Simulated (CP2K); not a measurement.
Pd under changes of volume

One of the cells (14.750 Å³/atom); the others are scaled copies at fixed shape and fractional positions:

```xyz
1
Lattice="2.7528 0.0000 0.0000 1.3764 2.3840 0.0000 1.3764 0.7947 2.2476" Properties=species:S:1:pos:R:3 pbc="T T T"
Pd    0.0000    0.0000    0.0000
```

| Quantity | Value |
| --- | --- |
| Program | CP2K 2026.2 |
| Functional | LDA |
| Potentials or basis | GTH_POTENTIALS Pd GTH-PADE-q18; TZVP-MOLOPT-PBE-GTH basis |
| Density cutoff | 6803 eV |
| k mesh | 12 × 12 × 12 |
| Occupations | fermi-dirac, width 0.1 eV |
| Spin | no spin polarisation |

| volume (Å³/atom) | energy over the lowest point (meV/atom) | pressure (GPa) |
| --- | --- | --- |
| 13.865 | 0.00 | 1.6 |
| 14.160 | 2.85 | -3.7 |
| 14.455 | ? | ? |
| 14.750 | 34.27 | -12.2 |
| 15.045 | 60.64 | -15.6 |
| 15.340 | 92.88 | -18.6 |
| 15.635 | 130.19 | -21.1 |

**Question.** What does the run at 14.455 Å³/atom give?

**Answer.** Energy over the lowest point 14.66 meV/atom; pressure -8.2 GPa.

Worked out: A Birch-Murnaghan fit of order 3 (a polynomial in V^(-2/3)) to the other rows has its minimum at 13.92 Å³/atom with B0 = V·E''(V) = 256 GPa and B' = 5.6. It gives 14.66 meV/atom at 14.455 Å³/atom, against the run's 14.66, and -dE/dV = -8.6 GPa, against -8.2.

Energies are extrapolated to zero smearing.

Caveats: the basis of atomic orbitals isn't converged, which shifts pressures, moduli and gaps.
